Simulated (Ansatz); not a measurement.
**Ca (beta tin type) under strong compression**

```yaml
crystal:
  lattice:
    - [-3.41390, 3.41390, 1.84655]
    - [3.41390, -3.41390, 1.84655]
    - [3.41390, 3.41390, -1.84655]
  atoms:
    - { symbol: Ca, position: [0.62500, 0.87500, 0.75000] }
    - { symbol: Ca, position: [0.37500, 0.12500, 0.25000] }
```

The cell comes from a relaxation on PAW files under the same functional, begun from a prototype that needn't be the stable phase.

Its volume is scaled, and at each volume shape and atoms are relaxed on PAW files; all methods then take that cell.

Computed with Ansatz 0.2.0; functional PBE, scalar-relativistic. Settings: a Γ-centred 12×12×12 k mesh, Fermi–Dirac smearing of 0.05 eV, no spin polarisation. Methods: LAPW: all electrons, basis error target 1 meV/atom; PAW: frozen-core files, cutoff 420 eV; crystal datasets: all electrons, by PAW datasets that the program makes for each cell; norm-conserving: pseudopotentials, cutoff 925 eV; PAW (cutoff 250 eV): frozen-core files, cutoff 250 eV.

Energies are extrapolated to zero smearing and count from the unscaled cell; pressure is positive in compression; gaps take the mesh and a band path. No temperature or zero-point motion is included.

The structure type is held throughout; the real material can change phase at far lower pressure.

```tsv
V/V0	V (Å³/atom)	P LAPW (GPa)	ΔE LAPW (eV/atom)	P PAW − LAPW (GPa)	ΔE PAW − LAPW (meV/atom)	space group	shortest distance (Å)
1.00	43.04	0.00	0.000	0.00	0.0	I4_1/amd	3.537
0.95	40.89	0.73	0.005	0.00	0.0	I4_1/amd	3.476
0.85	36.59	2.68	0.049	0.00	0.0	I4_1/amd	3.349
0.75	32.28	5.58	?	0.00	0.1	I4_1/amd	3.213
0.65	27.98	10.42	0.361	0.00	0.1	I4_1/amd	3.063
0.55	23.67	19.09	0.746	0.00	0.2	I4_1/amd	2.898
0.45	19.37	35.1	1.449	0.01	0.4	I4_1/amd	2.719
0.40	17.22	48.5	2.006	0.00	0.4	I4_1/amd	2.612
```

**Question.** What belongs in the row "0.75", column "ΔE LAPW (eV/atom)"?

**Answer.** 0.155.

**Question.** Fit the Vinet equation to the LAPW pressures over the whole range, with residuals weighted by 1/(|P| + 0.03·Pmax).

**Answer.** V0 = 43.12 Å³/atom, B0 = 11.8 GPa and B0′ = 3.59, and the fit misses no point by more than 0.7 GPa. A fit over so wide a range pins B0 less well than one near rest.

**Question.** From the table, what is the rise of the enthalpy H = E + pV up to the last row, and how stiff is the crystal between the last two rows?

**Answer.** ΔH = 2.006 eV + (48.5 GPa × 17.22 Å³ + 0.00 GPa × 43.04 Å³) × 0.006242 eV/(GPa·Å³) = 7.22 eV/atom, of which pV makes 72 %. The mean bulk modulus there is −ΔP/Δln V = 114 GPa.

**Question.** At the smallest volume, how far do crystal datasets and norm-conserving and PAW (cutoff 250 eV) lie from LAPW in pressure?

**Answer.** crystal datasets: 0.00 GPa; norm-conserving: -0.19 GPa; PAW (cutoff 250 eV): +0.44 GPa, on a LAPW pressure of 48.5 GPa.
